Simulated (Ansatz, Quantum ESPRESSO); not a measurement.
# Moving the pressure in TaN

The cell as given:

Symmetry: Fm-3m, No. 225, cubic system. The conventional cell has a = 4.423 Å, b = 4.423 Å, c = 4.423 Å, α = 90.00°, β = 90.00°, γ = 90.00°. Ta (site symmetry m-3m) is surrounded by 6 N at 2.21 Å. N (site symmetry m-3m) has 6 Ta at 2.21 Å as nearest neighbours.

The cell comes from a database or a generator and needn't be the stable form of this composition.

Kept alike: task relaxation of cell and atoms; functional PBEsol; k mesh 10 × 10 × 10; occupations fermi-dirac, width 0.05 eV; no spin polarisation. Program: Ansatz, all-electron LAPW, scalar-relativistic. The mesh is that of the run's cell of 2 atoms. No spin-orbit coupling.

| pressure, P (GPa) | volume (Å³/atom) |
| --- | --- |
| 0 | 10.470 |
| 5 | 10.328 |
| 10 | ? |
| 20 | 9.953 |
| 30 | 9.739 |

The relaxations keep at least the cell's symmetry (Fm-3m). The runs follow the start's structure, whether or not it is the stable one at these pressures. P is the pressure aimed at, which the runs meet within some hundredths to tenths of a GPa.

Problem. Fit the rows shown and predict the run at 10 GPa.

Solution. Murnaghan's form V = V0 (1 + B′P/B0)^(-1/B′) through the rows shown has V0 = 10.4702, B0 = 354.4 GPa and B′ = 4.21 (largest miss 0.0003); at P = 10 it gives 10.195 Å³/atom. The run gave: volume 10.194 Å³/atom.
